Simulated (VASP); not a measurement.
Si2Ge: relaxation of cell and atoms with PBE

The system is Si2Ge.

```
Si Ge
1.0
     4.32345    0.00000    0.00000
    -2.16173    3.74422    0.00000
     0.00000    0.00000    5.27272
Si Ge
4 2
Cartesian
  0.0000 0.0000 2.6364
  0.0000 0.0000 0.0000
  2.1617 1.2481 1.3182
  0.0000 2.4961 3.9545
  2.1617 1.2481 3.9545
  0.0000 2.4961 1.3182
```

The cell was built by a generator and needn't be a form met in nature.

* Program: VASP 6.6.1
* Task: relaxation of cell and atoms
* Functional: PBE
* Potentials or basis: VASP PAW PBE potentials, release 64 (Si, Ge_d)
* Cutoff: 520 eV
* k mesh: 5 × 5 × 3
* Occupations: gaussian, width 0.15 eV
* Spin: no spin polarisation
* Further INCAR settings: PREC = Normal; ALGO = Fast; EDIFF = 0.0001; IBRION = 2; EDIFFG = -0.08; NSW = 24; ISIF = 3

```
Relaxed volume                         : 16.31 Å³/atom
Relaxed cell                           : a = 4.521 Å, b = 4.521 Å, c = 5.529 Å, α = 90.00°, β = 90.00°, γ = 120.00°
Space group after relaxing (to 0.05 Å) : P6_3/mmc (No. 194)
Energy gained by relaxing              : 92.1 meV/atom
Ionic steps                            : 6
Pressure after relaxing                : 0.4 GPa
```

Stress tensor (GPa, compression positive):
```
 0.63  0.00  0.00
 0.00  0.63  0.00
 0.00  0.00 -0.06
```

Step by step:
```
step  energy change (eV)  largest force (eV/Å)  pressure (GPa)  volume (Å³)
   1              0.0000                0.0000           14.40        85.35
   2             -0.5069                0.0000           -3.70       102.14
   3             -0.5489                0.0000            0.49        98.07
   4             -0.5485                0.0000           -0.45        98.42
   5             -0.5529                0.0000            0.83        97.80
   6             -0.5528                0.0000            0.40        97.87
```

Final structure:
```xyz
6
Lattice="4.5209 0.0000 0.0000 -2.2604 3.9152 0.0000 0.0000 0.0000 5.5292" Properties=species:S:1:pos:R:3 pbc="T T T"
Si    0.0000    0.0000    2.7646
Si    0.0000    0.0000    0.0000
Si    2.2604    1.3051    1.3823
Si    0.0000    2.6101    4.1469
Ge    2.2604    1.3051    4.1469
Ge    0.0000    2.6101    1.3823
```

Levels at points of the mesh, in eV from the Fermi level:
```csv
k point,band 18,band 19,band 20,band 21,band 22,band 23,band 24,band 25,band 26
"(0.00, 0.00, 0.00)",-3.69,-3.69,-0.97,-0.97,-0.87,-0.87,-0.42,-0.28,0.66
```

Run time: 36 s on 1 thread of Intel(R) Xeon(R) Platinum 8488C (Sapphire Rapids) (shared host), peak memory 0.15 GiB.

Caveat: the k mesh is coarse (spacing up to 0.40 Å⁻¹), so the values aren't converged; the bands computed are all filled at some k points, so no gap is given; the relaxation stopped at a loose force limit of 0.08 eV/Å, so its end isn't a converged minimum.
